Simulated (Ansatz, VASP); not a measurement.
## KF: VASP beside Ansatz

```xyz
2
Lattice="0.0000 2.7403 2.8072 2.7403 0.0000 2.8072 2.7403 2.7403 0.0000" Properties=species:S:1:pos:R:3 pbc="T T T"
K     0.0000    0.0000    0.0000
F     2.7403    2.7403    2.8072
```

Change from the starting cell: strain +0.025 along x and y, +0.050 along z, atoms carried along.

Alike in both runs: task single point; functional r2SCAN; k mesh 8 × 8 × 8; occupations gaussian, width 0.05 eV; no spin polarisation.

```csv
,VASP,Ansatz
version,VASP 6.6.1,Ansatz 0.2.0
potentials or method,"VASP PAW PBE potentials, release 64 (K_sv, F)","scalar-relativistic, plane waves, PAW"
plane-wave cutoff (eV),520,500
valence electrons in the cell,16,16
```

Ansatz gave:

| Property | Result |
| --- | --- |
| gap on the k mesh at the Fermi level (eV) | 6.32 |
| least direct gap on the mesh (eV) | 6.32 |
| pressure (GPa) | -3.0 |
| largest component of the traceless stress (GPa) | 0.46 |

Problem. What did VASP give for the same quantities?

Solution. gap on the k mesh at the Fermi level (eV): 6.32; least direct gap on the mesh (eV): 6.32; pressure (GPa): -3.1; largest component of the traceless stress (GPa): 0.47.

With one functional, cell and mesh, what is left measures potentials, basis and numerics.

Caveats: the PAW data sets were made with another functional, which shifts forces and pressure a little (VASP). A k mesh can miss the band edges.
